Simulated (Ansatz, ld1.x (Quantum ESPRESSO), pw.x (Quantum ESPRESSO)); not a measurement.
## Ti (Z = 22): does the PAW potential hold in the solid?

```
Element                 : Ti (Z = 22)
Generator               : ld1.x (Quantum ESPRESSO) 7.5
Type                    : PAW
Functional              : PBE
Relativity              : scalar-relativistic
Frozen core             : [Ar]
Valence charge          : 4
Reference configuration : 3d2 4s2 4p0
Partial waves           : 4s (bound): rcut 2.35, rcutus 3.10 bohr; 4s channel at 1.75 Ry: rcut 2.35, rcutus 3.10 bohr; 4p (bound, empty): rcut 3.80, rcutus 4.25 bohr; 4p channel at 0.7 Ry: rcut 3.80, rcutus 4.25 bohr; 3d (bound): rcut 1.60, rcutus 2.05 bohr; 3d channel at 0.1 Ry: rcut 1.60, rcutus 2.05 bohr
Local potential         : all-electron potential smoothed inside 2.50 bohr (lloc = -1)
Core correction         : Bessel-smoothed model core inside 1.80 bohr
Augmentation charge     : PSQ, inside the norm-conserving radii
```

Crystal test: bcc Ti in pw.x 7.5, no spin, 14³ k-points, Fermi–Dirac smearing 0.01 Ry, cutoffs 40/320 Ry. The lattice is a test structure that the element need not adopt, and mesh and smearing are coarse.

pw.x input:

```
&control
  calculation='scf', prefix='x', pseudo_dir='./', outdir='./tmp', tstress=.true., disk_io='low'
/
&system
  ibrav=0, nat=1, ntyp=1, ecutwfc=40, ecutrho=320, nbnd=9,
  occupations='smearing', smearing='fd', degauss=0.01
/
&electrons
  conv_thr=1e-09, mixing_beta=0.4, electron_maxstep=70
/
ATOMIC_SPECIES
Ti 1.0 Ti.UPF
CELL_PARAMETERS angstrom
  -1.63062743 1.63062743 1.63062743
  1.63062743 -1.63062743 1.63062743
  1.63062743 1.63062743 -1.63062743
ATOMIC_POSITIONS crystal
Ti 0.0000 0.0000 0.0000
K_POINTS automatic
14 14 14 0 0 0
```

```bash
pw.x < Ti.scf.in > Ti.scf.out
```

How does the run end?

It converges; the pressure is 5.99 GPa against 0.23 GPa from all-electron LAPW. The largest radius (4.25 bohr) exceeds half the bond length (2.67 bohr), so the spheres overlap, which is one possible source of error among others. This is a poor potential for the solid. Atomic configuration tests: 1 of 7 tests not solved or not reliable. The log shows:

```
     unit-cell volume          =     117.0364 (a.u.)^3
     number of electrons       =         4.00
     number of Kohn-Sham states=            9
     kinetic-energy cutoff     =      40.0000  Ry
     charge density cutoff     =     320.0000  Ry
     scf convergence threshold =      1.0E-09
     Exchange-correlation= SLA  PW   PBX  PBC
     number of k points=   104  Fermi-Dirac smearing, width (Ry)=  0.0100
     iteration #  1     ecut=    40.00 Ry     beta= 0.40
     total energy              =     -87.58373178 Ry
     estimated scf accuracy    <       0.07758605 Ry
     iteration #  2     ecut=    40.00 Ry     beta= 0.40
     total energy              =     -87.58088059 Ry
     estimated scf accuracy    <       0.00512258 Ry
     iteration #  3     ecut=    40.00 Ry     beta= 0.40
     total energy              =     -87.58009048 Ry
     estimated scf accuracy    <       0.00010183 Ry
     iteration #  4     ecut=    40.00 Ry     beta= 0.40
     total energy              =     -87.58040977 Ry
     estimated scf accuracy    <       0.00002689 Ry
     iteration #  5     ecut=    40.00 Ry     beta= 0.40
     total energy              =     -87.58037903 Ry
     estimated scf accuracy    <       0.00006591 Ry
     iteration #  6     ecut=    40.00 Ry     beta= 0.40
     total energy              =     -87.58037733 Ry
     estimated scf accuracy    <       0.00001612 Ry
     iteration #  7     ecut=    40.00 Ry     beta= 0.40
     total energy              =     -87.58037889 Ry
     estimated scf accuracy    <       0.00000023 Ry
     iteration #  8     ecut=    40.00 Ry     beta= 0.40
     total energy              =     -87.58037897 Ry
     estimated scf accuracy    <       0.00000001 Ry
     iteration #  9     ecut=    40.00 Ry     beta= 0.40
     the Fermi energy is     8.3423 ev
!    total energy              =     -87.58037897 Ry
     estimated scf accuracy    <          5.2E-10 Ry
     smearing contrib. (-TS)   =      -0.00989236 Ry
     convergence has been achieved in   9 iterations
          total   stress  (Ry/bohr**3)                   (kbar)     P=       59.92
```
